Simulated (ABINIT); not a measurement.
Runs of ABINIT 10.8.3 (patched build) on MnAs. The structure is hexagonal, space group P6_3/mmc (No. 194). The conventional cell has a = 3.710 Å, b = 3.710 Å, c = 5.691 Å, α = 90.00°, β = 90.00°, γ = 120.00°. As (site symmetry -6m2) has 6 Mn at 2.57 Å as nearest neighbours. Mn (site symmetry -3m) has 6 As at 2.57 Å and 2 Mn at 2.85 Å as nearest neighbours. 

| level | potentials or basis | k mesh | cutoff (eV) | fine-grid cutoff | gap on the mesh (eV) | pressure (GPa) | moment (μB) |
| --- | --- | --- | --- | --- | --- | --- | --- |
| LDA | JTH PAW LDA v2.0 | 5 × 5 × 3 | 463 | 925.187 eV | none | - | (a) |
| PBE | JTH PAW PBE v2.0 | 3 × 3 × 2 | 707 | 1306.15 eV | none | -5.9 | 5.87 |
| LDA | JTH PAW LDA v2.0 | 3 × 3 × 2 | 463 | 925.187 eV | none | - | (c) |
| PBEsol | JTH PAW PBE v2.0 | 3 × 3 × 2 | 707 | 1306.15 eV | none | -10.9 | 5.85 |
| PBE | JTH PAW PBE v2.0 | 5 × 5 × 3 | 707 | 1306.15 eV | none | (b) | 6.49 |

Alike in all rows: task single point; spin collinear, ferromagnetic start; cell as given; smearing fermi-dirac 0.05 eV; the mesh is coarse, so values aren't converged.

Question: Fill in the values left out.

Answer: (a) 6.13; (b) -2.5; (c) 5.60.

Caveats: all runs use coarse meshes; only a ferromagnetic start was run, and an antiferromagnetic order may lie lower in energy; the PAW data sets were made with another functional, which shifts forces and pressure a little (some runs).

A k mesh can miss the band edges, and the runs leave out spin-orbit coupling on As.

A gap of «none» marks a metal or a gap under the smearing width.
